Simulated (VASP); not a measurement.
# C62N (a cell with a defect) in VASP: relaxation of the atoms with PBE

Aim: the relaxation of the atoms of C62N (a cell with a defect) with PBE.

All numbers are computed with VASP 6.6.1; they aren't measurements. Logs are shortened: lines on timing, memory, paths and dates and some standing lists are left out, and cuts for length are marked.

### Step 1. The structure

The cell holds a defect, 63 atoms: a = 7.140 Å, b = 7.140 Å, c = 7.140 Å, α = 90.00°, β = 90.00°, γ = 90.00°.

The cell was built by a generator and needn't be a form met in nature.

### Step 2. Relaxation of the atoms, PBE, collinear spin, ferromagnetic start

INCAR reads:

```
ALGO = Normal
EDIFF = 1E-6
EDIFFG = -0.005
ENCUT = 520
GGA = PE
IBRION = 2
ISIF = 2
ISMEAR = 0
ISPIN = 2
LASPH = True
LCHARG = False
LORBIT = 11
LREAL = False
LWAVE = False
MAGMOM = 0.5 0 0 0 0 0 0 0 0 0 0 0 0 0 0 0 0 0 0 0 0 0 0 0 0 0 0 0 0 0 0 0 0 0 0 0 0 0 0 0 0 0 0 0 0 0 0 0 0 0 0 0 0 0 0 0 0 0 0 0 0 0 0
NELECT = 254
NELM = 60
NSW = 60
NUPDOWN = 2
PREC = Accurate
SIGMA = 0.02
```

KPOINTS reads:

```
k-points
0
Gamma
  1 1 1
```

POSCAR reads:

```
C62N
1.0
    7.1400000000      0.0000000000      0.0000000000
    0.0000000000      7.1400000000      0.0000000000
    0.0000000000      0.0000000000      7.1400000000
N C
1 62
Direct
    0.6250000000      0.6250000000      0.6250000000
    0.6250000000      0.3750000000      0.3750000000
    0.3750000000      0.6250000000      0.3750000000
    0.3750000000      0.3750000000      0.6250000000
    0.5000000000      0.2500000000      0.2500000000
    0.5000000000      0.2500000000      0.7500000000
    0.5000000000      0.7500000000      0.2500000000
    0.5000000000      0.7500000000      0.7500000000
    0.2500000000      0.5000000000      0.2500000000
    0.2500000000      0.5000000000      0.7500000000
    0.7500000000      0.5000000000      0.2500000000
    0.7500000000      0.5000000000      0.7500000000
    0.2500000000      0.2500000000      0.5000000000
    0.2500000000      0.7500000000      0.5000000000
    0.7500000000      0.2500000000      0.5000000000
    0.7500000000      0.7500000000      0.5000000000
    0.1250000000      0.6250000000      0.6250000000
    0.6250000000      0.1250000000      0.6250000000
    0.6250000000      0.6250000000      0.1250000000
    0.1250000000      0.3750000000      0.3750000000
    0.6250000000      0.3750000000      0.8750000000
    0.6250000000      0.8750000000      0.3750000000
    0.3750000000      0.1250000000      0.3750000000
    0.3750000000      0.6250000000      0.8750000000
    0.8750000000      0.6250000000      0.3750000000
    0.3750000000      0.3750000000      0.1250000000
    0.3750000000      0.8750000000      0.6250000000
    0.8750000000      0.3750000000      0.6250000000
    0.0000000000      0.5000000000      0.5000000000
    0.5000000000      0.0000000000      0.5000000000
    0.5000000000      0.5000000000      0.0000000000
    0.1250000000      0.1250000000      0.6250000000
    0.1250000000      0.6250000000      0.1250000000
    0.6250000000      0.1250000000      0.1250000000
    0.1250000000      0.3750000000      0.8750000000
    0.1250000000      0.8750000000      0.3750000000
    0.6250000000      0.8750000000      0.8750000000
    0.3750000000      0.1250000000      0.8750000000
    0.8750000000      0.1250000000      0.3750000000
    0.8750000000      0.6250000000      0.8750000000
    0.3750000000      0.8750000000      0.1250000000
    0.8750000000      0.3750000000      0.1250000000
    0.8750000000      0.8750000000      0.6250000000
    0.0000000000      0.2500000000      0.2500000000
    0.0000000000      0.2500000000      0.7500000000
    0.0000000000      0.7500000000      0.2500000000
    0.0000000000      0.7500000000      0.7500000000
    0.2500000000      0.0000000000      0.2500000000
    0.2500000000      0.0000000000      0.7500000000
    0.7500000000      0.0000000000      0.2500000000
    0.7500000000      0.0000000000      0.7500000000
    0.2500000000      0.2500000000      0.0000000000
    0.2500000000      0.7500000000      0.0000000000
    0.7500000000      0.2500000000      0.0000000000
    0.7500000000      0.7500000000      0.0000000000
    0.1250000000      0.1250000000      0.1250000000
    0.1250000000      0.8750000000      0.8750000000
    0.8750000000      0.1250000000      0.8750000000
    0.8750000000      0.8750000000      0.1250000000
    0.0000000000      0.0000000000      0.5000000000
    0.0000000000      0.5000000000      0.0000000000
    0.5000000000      0.0000000000      0.0000000000
    0.0000000000      0.0000000000      0.0000000000
```

Potentials or basis: VASP PAW PBE potentials, release 64 (N, C).

Run with:

```sh
> cat potpaw_PBE.64/N/POTCAR potpaw_PBE.64/C/POTCAR > POTCAR
> mpirun -np 1 vasp_std > vasp.out
```

OUTCAR:

```text
EDIFF = 1E-6
   EDIFFG = -0.005
   ENCUT = 520
   GGA = PE
   IBRION = 2
   ISIF = 2
   ISMEAR = 0
   ISPIN = 2
   LASPH = True
   LORBIT = 11
   LREAL = False
   NELECT = 254
   NELM = 60
   NSW = 60
   NUPDOWN = 2
   PREC = Accurate

 ion  position               nearest neighbor table
   1  0.625  0.625  0.625-   8 1.55  12 1.55  16 1.55
   2  0.625  0.375  0.375-   5 1.55  11 1.55  15 1.55
   3  0.375  0.625  0.375-   7 1.55   9 1.55  14 1.55
   4  0.375  0.375  0.625-   6 1.55  10 1.55  13 1.55
   5  0.500  0.250  0.250-   2 1.55  23 1.55  26 1.55  34 1.55
   6  0.500  0.250  0.750-   4 1.55  18 1.55  21 1.55  38 1.55
   7  0.500  0.750  0.250-   3 1.55  19 1.55  22 1.55  41 1.55
   8  0.500  0.750  0.750-   1 1.55  24 1.55  27 1.55  37 1.55
   9  0.250  0.500  0.250-   3 1.55  20 1.55  26 1.55  33 1.55
  10  0.250  0.500  0.750-   4 1.55  17 1.55  24 1.55  35 1.55
[... 51 lines left out ...]
  62  0.500  0.000  0.000-  34 1.55  37 1.55  38 1.55  41 1.55
  63  0.000  0.000  0.000-  56 1.55  57 1.55  58 1.55  59 1.55

  LATTYP: Found a simple cubic cell.
 ALAT       =     7.1400000000

  Lattice vectors:

 A1 = (   7.1400000000,   0.0000000000,   0.0000000000)
 A2 = (   0.0000000000,   7.1400000000,   0.0000000000)
 A3 = (   0.0000000000,   0.0000000000,   7.1400000000)

Analysis of symmetry for initial positions (statically):
=====================================================================
 Subroutine PRICEL returns:
 Original cell was already a primitive cell.

 Routine SETGRP: Setting up the symmetry group for a
 simple cubic supercell.

 Subroutine GETGRP returns: Found  6 space group operations
 (whereof  6 operations were pure point group operations)
 out of a pool of 48 trial point group operations.

The static configuration has the point symmetry C_3v.

Analysis of symmetry for dynamics (positions and initial velocities):
=====================================================================
 Subroutine PRICEL returns:
 Original cell was already a primitive cell.

 Routine SETGRP: Setting up the symmetry group for a
 simple cubic supercell.

 Subroutine GETGRP returns: Found  6 space group operations
 (whereof  6 operations were pure point group operations)
 out of a pool of 48 trial point group operations.

The dynamic configuration has the point symmetry C_3v.

Analysis of structural, dynamic, and magnetic symmetry:
=====================================================================
 Subroutine PRICEL returns:
 Original cell was already a primitive cell.

 Routine SETGRP: Setting up the symmetry group for a
 simple cubic supercell.

 Subroutine GETGRP returns: Found  6 space group operations
 (whereof  6 operations were pure point group operations)
 out of a pool of 48 trial point group operations.

The overall configuration has the point symmetry C_3v.

 Subroutine INISYM returns: Found  6 space group operations
 (whereof  6 operations are pure point group operations),
 and found     1 'primitive' translations

----------------------------------------------------------------------------------------

                                     Primitive cell

  volume of cell :     363.9943

  direct lattice vectors                    reciprocal lattice vectors
     7.140000000  0.000000000  0.000000000     0.140056022  0.000000000  0.000000000
     0.000000000  7.140000000  0.000000000     0.000000000  0.140056022  0.000000000
     0.000000000  0.000000000  7.140000000     0.000000000  0.000000000  0.140056022

  length of vectors
     7.140000000  7.140000000  7.140000000     0.140056022  0.140056022  0.140056022

  position of ions in fractional coordinates (direct lattice)
     0.625000000  0.625000000  0.625000000
[... 187 lines left out ...]
   NELECT =     254.0000    total number of electrons
   NUPDOWN=       2.0000    fix difference up-down
   EMIN   =  10.00;   EMAX   =-10.00  energy-range for DOS
   EFERMI =   0.00;   METHOD = LEGACY
   ISMEAR =     0;   SIGMA  =   0.02  broadening in eV -4-tet -1-fermi 0-gaus
   EFERMI_NEDOS =   21; number of points for ismear=-14 and -15
   IALGO  =     38    algorithm
   IMIX   =      4    mixing-type and parameters
     AMIX     =   0.40;   BMIX     =  1.00
     AMIX_MAG =   1.60;   BMIX_MAG =  1.00
  volume/ion in A,a.u.               =       5.78        38.99
  Fermi-wavevector in a.u.,A,eV,Ry     =   1.452071  2.744016 28.688024  2.108510
  Thomas-Fermi vector in A             =   2.569495
   LORBIT       =     11    0 simple, 1 ext, 2 COOP (PROOUT), +10 PAW based schemes
   GGA     = PE    functional components
   LHFCALC =     F    Hartree Fock is set to
   AEXX    =    0.0000 exact exchange contribution
   IVDW    =     0    specifies the selected vdW correction
   LEPSILON=     F    determine dielectric tensor
   LRPA    =     F    only Hartree local field effects (RPA)
 conjugate gradient relaxation of ions
 spin polarized calculation
 Gauss-broadening in eV      SIGMA  =   0.02
  energy-cutoff  :      520.00
  volume of cell :      363.99
 maximum number of plane-waves:      9795
 NGX is ok and might be reduce to    54
   NGX = 27   NGY = 27   NGZ = 27

--------------------------------------- Ionic step        1  -------------------------------------------

 number of electron     253.9999993 magnetization       2.0000841

 Free energy of the ion-electron system (eV)
  ---------------------------------------------------
  ext. energy  EPLUGINS =         0.00000000
  ---------------------------------------------------
  free energy    TOTEN  =      -549.09835729 eV

  energy without entropy =     -549.09835729  energy(sigma->0) =     -549.09835729

------------------------ aborting loop because EDIFF is reached ----------------------------------------

  FORCE on cell =-STRESS in cart. coord.  units (eV):
  Direction    XX          YY          ZZ          XY          YZ          ZX
  --------------------------------------------------------------------------------------
  -------------------------------------------------------------------------------------
  Total       18.7964263     18.7964263     18.7964263      2.8687666      2.8687666      2.8687666
  in kB       82.7353736     82.7353736     82.7353736     12.6273193     12.6273193     12.6273193
  external PRESSURE =      82.7353736 kB  Pullay stress =       0.0000000 kB
[... 272 lines left out ...]
  FREE ENERGIE OF THE ION-ELECTRON SYSTEM (eV)
  ---------------------------------------------------
  free  energy   TOTEN  =      -549.8698402141 eV

  energy  without entropy=     -549.8698402141  energy(sigma->0) =     -549.86984021

[... ionic steps 4 to 13 ...]

--------------------------------------- Ionic step       14  -------------------------------------------

 number of electron     253.9999990 magnetization       2.0000000

------------------------ aborting loop because EDIFF is reached ----------------------------------------
[... 189 lines left out ...]
--------------------------------------- Ionic step       16  -------------------------------------------

 number of electron     253.9999990 magnetization       2.0000000

 Free energy of the ion-electron system (eV)
  ---------------------------------------------------
  ext. energy  EPLUGINS =         0.00000000
  ---------------------------------------------------
  free energy    TOTEN  =      -550.07519466 eV

  energy without entropy =     -550.07519466  energy(sigma->0) =     -550.07519466

 E-fermi :  10.7525     XC(G=0): -13.1491

 val. band max:       11.2532010419   @ k =   0.0000   0.0000   0.0000
 cond. band min:      12.4253324320   @ k =   0.0000   0.0000   0.0000
 fundamental gap:      1.1721313901
 Fermi energy:        11.4138785247

 spin component 1

 k-point     1 :       0.0000    0.0000    0.0000
  band No.  band energies     occupation
      1     -12.1310      1.00000
      2     -10.5676      1.00000
      3      -9.8304      1.00000
      4      -9.8304      1.00000
      5      -9.7244      1.00000
      6      -9.7244      1.00000
[... 131 lines left out ...]
    138      14.3865      0.00000
    139      14.3865      0.00000
 Fermi energy:        10.7525469772

 spin component 2

 k-point     1 :       0.0000    0.0000    0.0000
  band No.  band energies     occupation
      1     -12.1077      1.00000
      2     -10.5533      1.00000
      3      -9.8107      1.00000
      4      -9.8107      1.00000
      5      -9.6832      1.00000
      6      -9.6832      1.00000
[... 131 lines left out ...]
    138      14.4217      0.00000
    139      14.4217      0.00000
 [bands above 139 left out]

------------------------ aborting loop because EDIFF is reached ----------------------------------------

  FORCE on cell =-STRESS in cart. coord.  units (eV):
  Direction    XX          YY          ZZ          XY          YZ          ZX
  --------------------------------------------------------------------------------------
  -------------------------------------------------------------------------------------
  Total       22.5729721     22.5729721     22.5729721      3.4405553      3.4405553      3.4405553
  in kB       99.3584235     99.3584235     99.3584235     15.1441358     15.1441358     15.1441358
  external PRESSURE =      99.3584235 kB  Pullay stress =       0.0000000 kB
[... 78 lines left out ...]
  FREE ENERGIE OF THE ION-ELECTRON SYSTEM (eV)
  ---------------------------------------------------
  free  energy   TOTEN  =      -550.0751946587 eV

  energy  without entropy=     -550.0751946587  energy(sigma->0) =     -550.07519466

 reached required accuracy - stopping structural energy minimisation

 total charge

# of ion       s       p       d       tot
------------------------------------------
    1        1.202   2.723   0.000   3.925
    2        0.834   1.758   0.000   2.592
    3        0.834   1.758   0.000   2.592
    4        0.834   1.758   0.000   2.592
    5        0.825   1.771   0.000   2.596
    6        0.824   1.761   0.000   2.585
[... 55 lines left out ...]
   62        0.830   1.778   0.000   2.608
   63        0.822   1.755   0.000   2.577
--------------------------------------------------
tot         52.350 111.691   0.000 164.042

 magnetization (x)

# of ion       s       p       d       tot
------------------------------------------
    1       -0.001   0.007   0.000   0.005
    2        0.037   0.290   0.000   0.327
    3        0.037   0.290   0.000   0.327
    4        0.037   0.290   0.000   0.327
    5       -0.003  -0.010   0.000  -0.013
    6       -0.002  -0.004   0.000  -0.006
[... 55 lines left out ...]
   62       -0.000   0.012   0.000   0.012
   63        0.000   0.001   0.000   0.001
--------------------------------------------------
tot          0.133   1.153   0.000   1.286
```

Wall time 33 min (1 thread of Intel Xeon Platinum 8375C at 2.90GHz (Ice Lake), shared host); peak memory 0.54 GiB.

Results:

```yaml
Free_energy: -550.0752 eV
Energy_gained_by_relaxing: 15.5 meV/atom
Ionic_steps: 16
Largest_force_after_relaxing: 0.005 eV/Å
Net_moment: 2.00 μB per cell
Site_moments: N +0.01; C +0.33, -0.01, -0.00, +0.01, +0.02, +0.03, +0.00 μB
Valence_electrons_inside_the_program's_atomic_spheres: N 3.92; C 2.59, 2.60, 2.58, 2.54, 2.57, 2.61
```

Forces in eV/Å, atoms in the order of the input:
```
N   -0.001 -0.001 -0.001
C    0.001  0.001  0.001
C    0.001  0.001  0.001
C    0.001  0.001  0.001
C    0.003  0.000  0.000
C   -0.004  0.000  0.000
C   -0.004  0.000  0.000
C    0.000  0.002  0.002
C    0.000  0.003  0.000
C    0.000 -0.004  0.000
C    0.000 -0.004  0.000
C    0.002  0.000  0.002
C    0.000  0.000  0.003
C    0.000  0.000 -0.004
C    0.000  0.000 -0.004
C    0.002  0.002  0.000
C   -0.001  0.000  0.000
C    0.000 -0.001  0.000
C    0.000  0.000 -0.001
C    0.000  0.002  0.002
C   -0.001  0.001  0.000
C   -0.001  0.000  0.001
C    0.002  0.000  0.002
C    0.001 -0.001  0.000
C    0.000 -0.001  0.001
C    0.002  0.002  0.000
C    0.001  0.000 -0.001
C    0.000  0.001 -0.001
C    0.000  0.000  0.000
C    0.000  0.000  0.000
C    0.000  0.000  0.000
C    0.000  0.000 -0.002
C    0.000 -0.002  0.000
C   -0.002  0.000  0.000
C    0.000  0.003 -0.001
C    0.000 -0.001  0.003
C   -0.001 -0.001 -0.001
C    0.003  0.000 -0.001
C   -0.001  0.000  0.003
C   -0.001 -0.001 -0.001
C    0.003 -0.001  0.000
C   -0.001  0.003  0.000
C   -0.001 -0.001 -0.001
C   -0.002 -0.003 -0.003
C    0.001 -0.003  0.003
C    0.001  0.003 -0.003
C   -0.001  0.001  0.001
C   -0.003 -0.002 -0.003
C   -0.003  0.001  0.003
C    0.003  0.001 -0.003
C    0.001 -0.001  0.001
C   -0.003 -0.003 -0.002
C   -0.003  0.003  0.001
C    0.003 -0.003  0.001
C    0.001  0.001 -0.001
C    0.001  0.001  0.001
C    0.000  0.001  0.001
C    0.001  0.000  0.001
C    0.001  0.001  0.000
C    0.002  0.002 -0.001
C    0.002 -0.001  0.002
C   -0.001  0.002  0.002
C   -0.001 -0.001 -0.001
```

The path:
```
step  energy change (eV)  largest force (eV/Å)  pressure (GPa)
   1              0.0000                3.2106            8.27
   2             -0.3663                2.9151           10.56
   3             -0.7715                1.0681            9.24
   4             -0.8400                1.0326           10.28
   5             -0.9397                0.3285            9.77
   6             -0.9552                0.3343           10.01
   7             -0.9707                0.1375            9.90
   8             -0.9744                0.1364            9.96
   9             -0.9757                0.0674            9.94
  10             -0.9763                0.0396            9.95
  11             -0.9764                0.0381            9.95
  12             -0.9767                0.0174            9.95
  13             -0.9767                0.0174            9.95
  14             -0.9768                0.0089            9.94
  15             -0.9768                0.0115            9.94
  16             -0.9768                0.0049            9.94
```

Final structure:
```xyz
63
Lattice="7.1400 0.0000 0.0000 0.0000 7.1400 0.0000 0.0000 0.0000 7.1400" Properties=species:S:1:pos:R:3 pbc="T T T"
N     4.5524    4.5524    4.5524
C     4.5171    2.6017    2.6017
C     2.6017    4.5171    2.6017
C     2.6017    2.6017    4.5171
C     3.5786    1.7874    1.7874
C     3.5586    1.7993    5.3367
C     3.5586    5.3367    1.7993
C     3.6131    5.3535    5.3535
C     1.7874    3.5786    1.7874
C     1.7993    3.5586    5.3367
C     5.3367    3.5586    1.7993
C     5.3535    3.6131    5.3535
C     1.7874    1.7874    3.5786
C     1.7993    5.3367    3.5586
C     5.3367    1.7993    3.5586
C     5.3535    5.3535    3.6131
C     0.9006    4.4574    4.4574
C     4.4574    0.9006    4.4574
C     4.4574    4.4574    0.9006
C     0.8951    2.6786    2.6786
C     4.4524    2.6945    6.2317
C     4.4524    6.2317    2.6945
C     2.6786    0.8951    2.6786
C     2.6945    4.4524    6.2317
C     6.2317    4.4524    2.6945
C     2.6786    2.6786    0.8951
C     2.6945    6.2317    4.4524
C     6.2317    2.6945    4.4524
C     7.1397    3.5692    3.5692
C     3.5692    7.1397    3.5692
C     3.5692    3.5692    7.1397
C     0.8826    0.8826    4.4551
C     0.8826    4.4551    0.8826
C     4.4551    0.8826    0.8826
C     0.8861    2.6804    6.2508
C     0.8861    6.2508    2.6804
C     4.4647    6.2585    6.2585
C     2.6804    0.8861    6.2508
C     6.2508    0.8861    2.6804
C     6.2585    4.4647    6.2585
C     2.6804    6.2508    0.8861
C     6.2508    2.6804    0.8861
C     6.2585    6.2585    4.4647
C     0.0004    1.7858    1.7858
C     7.1323    1.7919    5.3518
C     7.1323    5.3518    1.7919
C     0.0100    5.3550    5.3550
C     1.7858    0.0004    1.7858
C     1.7919    7.1323    5.3518
C     5.3518    7.1323    1.7919
C     5.3550    0.0100    5.3550
C     1.7858    1.7858    0.0004
C     1.7919    5.3518    7.1323
C     5.3518    1.7919    7.1323
C     5.3550    5.3550    0.0100
C     0.8929    0.8929    0.8929
C     0.8987    6.2450    6.2450
C     6.2450    0.8987    6.2450
C     6.2450    6.2450    0.8987
C     7.1393    7.1393    3.5699
C     7.1393    3.5699    7.1393
C     3.5699    7.1393    7.1393
C     0.0005    0.0005    0.0005
```

Caveat: the cell is charged against a uniform background, so pressure and absolute levels hang on convention; the moment is held away from its start; the total moment is fixed, so each spin has its own Fermi level.
